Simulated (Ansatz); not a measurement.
NaI, CsCl type, relaxed with r2SCAN in the plane-wave code Ansatz. It is cubic, Pm-3m (No. 221); a = 4.041 Å in the conventional setting, 32.98 Å³ an atom. Na has 8 I at 3.50 Å; I has 8 Na at 3.50 Å.

The axes x, y and z are those of this cell:
```
CELL_PARAMETERS angstrom
4.04054 0.00000 0.00000
0.00000 4.04054 0.00000
0.00000 0.00000 4.04054
ATOMIC_POSITIONS crystal
Na 0.00000 0.00000 0.00000
I 0.50000 0.50000 0.50000
```

Unstrained: The PBE gap is indirect, 2.300 eV (M to Γ), below the direct gap of 2.794 eV at M. r2SCAN gives an indirect gap of 3.056 eV, from M to Γ; the least direct gap is 3.357 eV at M. With HSE06 the valence top lies at M and the conduction bottom at Γ, 3.243 eV higher; the smallest vertical gap, at M, is 3.670 eV. Meshes: PBE 6×6×6, r2SCAN 6×6×6, HSE06 4×4×4. Strains are changes of length per length. After each strain the atoms were relaxed again with r2SCAN within the symmetry that the strain leaves, so tilts or polar shifts that break it weren't tested; points keep the names that they have in the unstrained zone. These are computed values for a spin-unpolarised cell that may be hypothetical; none is a measurement.

Q: Apply biaxial -2.92 % in x and y, z held. How far does the gap move, against the unstrained cell?

A: PBE: the gap goes from 2.300 to 2.305 eV (+0.005 eV). r2SCAN: the gap goes from 3.056 to 3.072 eV (+0.016 eV). HSE06: the gap goes from 3.243 to 3.253 eV (+0.010 eV). The r2SCAN energy rises by 10.3 meV an atom.

Q: One strain changed the r2SCAN stress by xx -1.11, yy -1.11, zz -1.11 GPa (compression positive) and the gap by -0.101 eV (PBE), -0.121 eV (r2SCAN), -0.111 eV (HSE06). Which kind of strain was it, and roughly how large?

A: Isotropic +2.51 % on every length. The pattern of the stress gives the kind; the size needs the stiffness, so it is an estimate.

Q: Estimate what uniaxial +3.44 % along [111], other directions held does to the gap.

A: PBE: the gap goes from 2.300 to 2.261 eV (-0.039 eV). r2SCAN: the gap goes from 3.056 to 3.008 eV (-0.048 eV). HSE06: the gap goes from 3.243 to 3.200 eV (-0.043 eV). The r2SCAN energy rises by 1.3 meV an atom.

Spin-orbit coupling is left out, which matters wherever the heavy atoms make up the band edges.

The meshes of the hybrids are coarse, so their gaps aren't converged to the digits shown.
